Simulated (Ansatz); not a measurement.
Runs of Ansatz 0.2.0 on SiC. It takes space group P6_3mc (No. 186, hexagonal). The conventional cell has a = 3.076 Å, b = 3.076 Å, c = 10.071 Å, α = 90.00°, β = 90.00°, γ = 120.00°. Si (site symmetry 3m) is surrounded by 4 C at 1.88 to 1.89 Å. Si (site symmetry 3m) has 4 C at 1.88 to 1.89 Å as nearest neighbours. C (site symmetry 3m) is surrounded by 4 Si at 1.88 to 1.89 Å. C (site symmetry 3m) is surrounded by 4 Si at 1.88 to 1.89 Å. The cell is a database's computed one.

| task | level | cell | cutoff (eV) | points for each segment of the path | gap on the mesh (eV) | pressure (GPa) | relaxed volume (Å³/atom) |
| --- | --- | --- | --- | --- | --- | --- | --- |
| relaxation of cell and atoms | r2SCAN | relaxed | 500 | - | 2.60 | 0.0 | 10.33 |
| relaxation of cell and atoms | revPBE | relaxed | 420 | - | 2.23 | 0.0 | 10.62 |
| band structure | PBEsol | as given | 420 | 10 | 2.12 | (a) | - |
| band structure | BPBE | as given | 420 | 10 | 2.24 | (b) | - |
| band structure | r2SCAN | as given | 500 | 10 | 2.60 | 0.4 | - |

Alike in all rows: potentials or basis Ansatz PAW; no spin polarisation; k mesh 10 × 10 × 3; smearing fermi-dirac 0.05 eV.

Question: Estimate the missing entries.

Answer: (a) 0.5; (b) 4.1.

Caveats: the PAW data sets come from PBE, with cores solved anew for the run's functional, which leaves a small shift of forces and pressure; the plane-wave basis is chosen anew once the cell has moved, so the energies of steps on either side of that aren't comparable (some runs); the potentials were made for another functional, which shifts forces and pressure (some runs); odd divisions of the mesh miss points on the zone boundary, where band edges often lie, so the gap on the mesh can be too wide (some runs).

A k mesh can miss the band edges.

Not every run made on this cell is shown here.
